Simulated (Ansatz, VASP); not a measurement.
MgO in VASP and in Ansatz

INCAR

```
  PREC = Accurate
  ENCUT = 520
  EDIFF = 1E-7
  ISMEAR = 0
  SIGMA = 0.05
  LREAL = F
  LASPH = T
  NELM = 100
  ALGO = Normal
  ISIF = 2
  LWAVE = F
  LCHARG = T
  GGA = PE
  LELF = T
  LVHAR = T
  NBANDS = 26
```

The input KPOINTS:

```
Automatic mesh
0
Gamma
  9 9 2
```

Contents of POSCAR:

```
MgO
1.0
    3.3352000000      0.0000000000      0.0000000000
   -1.6676000000      2.8883679267      0.0000000000
    0.0000000000      0.0000000000     10.5138967343
Mg O
4 4
Direct
    0.3333333333      0.6666666667      0.9694906392
    0.0000000000      0.0000000000      0.2208211786
    0.0000000000      0.0000000000      0.7208211786
    0.6666666667      0.3333333333      0.4694906392
    0.3333333333      0.6666666667      0.7800420079
    0.0000000000      0.0000000000      0.5296443544
    0.0000000000      0.0000000000      0.0296443544
    0.6666666667      0.3333333333      0.2800420079
```

Input for Ansatz:

```yaml
crystal:
  lattice:
    - [3.3352, 0.0, 0.0]
    - [-1.6676, 2.8883679267, 0.0]
    - [0.0, 0.0, 10.5138967343]
  atoms:
    - { symbol: Mg, position: [0.3333333333, 0.6666666667, 0.9694906392] }
    - { symbol: Mg, position: [0.0, 0.0, 0.2208211786] }
    - { symbol: Mg, position: [0.0, 0.0, 0.7208211786] }
    - { symbol: Mg, position: [0.6666666667, 0.3333333333, 0.4694906392] }
    - { symbol: O, position: [0.3333333333, 0.6666666667, 0.7800420079] }
    - { symbol: O, position: [0.0, 0.0, 0.5296443544] }
    - { symbol: O, position: [0.0, 0.0, 0.0296443544] }
    - { symbol: O, position: [0.6666666667, 0.3333333333, 0.2800420079] }
basis:
  ecutwfc: 520.0
kpoints:
  mp_grid: { grid: [9, 9, 2] }
hamiltonian:
  xc: pbe
  pseudopotentials: { kind: paw, azcp: { folder: soft_1 } }
scf:
  occupations: { method: gaussian, width: 0.05 }
output:
  forces: true
  stress: true
  eigenvalues: true
```

Alike in both runs: task single point; functional PBE; k mesh 9 × 9 × 2; occupations gaussian, width 0.05 eV; no spin polarisation.

|  | VASP | Ansatz |
| --- | --- | --- |
| version | VASP 6.6.1 | Ansatz 0.2.0 |
| potentials or method | VASP PAW PBE potentials, release 64 (Mg, O) | scalar-relativistic, plane waves, PAW |
| plane-wave cutoff (eV) | 520 | 520 |
| valence electrons in the cell | 32 | 64 |

|  | VASP | Ansatz | Ansatz less VASP |
| --- | --- | --- | --- |
| gap on the k mesh at the Fermi level (eV) | 3.23 | 3.25 | +0.020 |
| least direct gap on the mesh (eV) | 3.23 | 3.25 | +0.020 |
| pressure (GPa) | -4.0 | -3.5 | +0.44 |
| largest component of the traceless stress (GPa) | 2.30 | 2.26 | -0.043 |
| rms of the force components (eV/Å) | 0.066 | 0.065 | -0.0002 |

Atom by atom the forces differ by 0.000 eV/Å (rms over components). The functional is the same, so the differences come from potentials, cutoffs and numerics. The two sets of potentials don't hold the same shells in valence.
